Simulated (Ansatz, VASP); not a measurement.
One calculation of Sb, two programs

```xyz
2
Lattice="1.6513 0.9534 6.3591 -1.6513 0.9534 6.3591 0.0000 -1.9068 6.3591" Properties=species:S:1:pos:R:3 pbc="T T T"
Sb    0.0000    0.0000    1.4327
Sb    0.0000    0.0000   17.6446
```

Alike in both runs: functional PBE; k mesh 6 × 6 × 6; occupations gaussian, width 0.1 eV; no spin polarisation.

Ansatz relaxed the structure, and its values are those at the end. VASP's run is a single point on that final structure, the one shown.

```csv
,VASP,Ansatz
version,VASP 6.6.1,Ansatz 0.2.0
potentials or method,"VASP PAW PBE potentials, release 64 (Sb)","scalar-relativistic, plane waves, PAW"
plane-wave cutoff (eV),520,420
valence electrons in the cell,10,30
```

```tsv
	VASP	Ansatz	Ansatz less VASP
gap on the k mesh at the Fermi level (eV)	none	none	-
pressure (GPa)	-0.1	-0.1	+0.02
rms of the force components (eV/Å)	0.016	0.000	-0.0156
```

A gap of «none» marks a metal or a gap that the smearing closes. The two sets of potentials don't hold the same shells in valence.

Caveats: the k mesh is coarse (spacing up to 0.37 Å⁻¹), so the values aren't converged. Spin-orbit coupling is left out, which matters for the levels of Sb.
